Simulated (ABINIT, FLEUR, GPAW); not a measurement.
## The band gap of Te, sorted by core time

```
Te
1.0
     4.45400    0.00000    0.00000
    -2.22700    3.85728    0.00000
     0.00000    0.00000    5.92400
Te
3
Direct
  0.73100 0.73100 0.00000
  0.00000 0.26900 0.66667
  0.26900 0.00000 0.33333
```

```csv
rung,level,program and potentials,cutoff (eV),k mesh,smearing,task,core time,chip,band gap (eV),notes
LDA,LDA,"ABINIT, JTH PAW LDA v2.0",408,6 × 6 × 4,fermi-dirac 0.05,single point,10 s,Arm Neoverse V2,0.12,-
GGA,revPBE,"ABINIT, JTH PAW PBE v2.0",408,7 × 7 × 5,fermi-dirac 0.05,band structure,38 s,Arm Neoverse V2,0.21,potentials made for PBE; from the band path
GGA,rPW86PBE,"ABINIT, JTH PAW PBE v2.0",408,7 × 7 × 5,fermi-dirac 0.05,band structure,63 s,Intel Xeon,0.19,potentials made for PBE; from the band path
GGA,PBE,"GPAW, PAW data sets generated for this functional",600,5 × 5 × 3,fermi-dirac 0.05,band structure,100 s,Arm Neoverse V2,0.16,from the band path
GGA,BLYP,"GPAW, PAW data sets generated for this functional",600,7 × 7 × 5,fermi-dirac 0.05,band structure,1.8 min,Arm Neoverse V2,0.20,from the band path
GGA,PBEsol,"GPAW, PAW data sets generated for this functional",600,7 × 7 × 5,fermi-dirac 0.05,band structure,2.7 min,Arm Neoverse V1,0.13,from the band path
GGA,PBE,"FLEUR, all-electron, FLAPW",-,7 × 7 × 5,fermi-dirac 0.05,band structure,7.3 min,Arm Neoverse V1,0.19,from the band path
```

Times are single runs on shared hosts and different chips, so they are rough; meshes, cutoffs and the tasks' sizes weigh on the time. All rows: no spin polarisation. Gaps are the least found on the k mesh or the band path, and a mesh can miss the band edges. Smearing widths are in eV. The cell comes from a database and isn't always the measured one. Meshes differ between rows, which moves values too. All levels ran on this one cell, unrelaxed unless noted. Meshes are those of the run's cell of 3 atoms unless a note names another. Runs on faulty files, with rough fits or with known faults for this quantity aren't shown. No row holds spin-orbit coupling.

By rung: LDA 0.12; GGA 0.13 to 0.21 (eV).
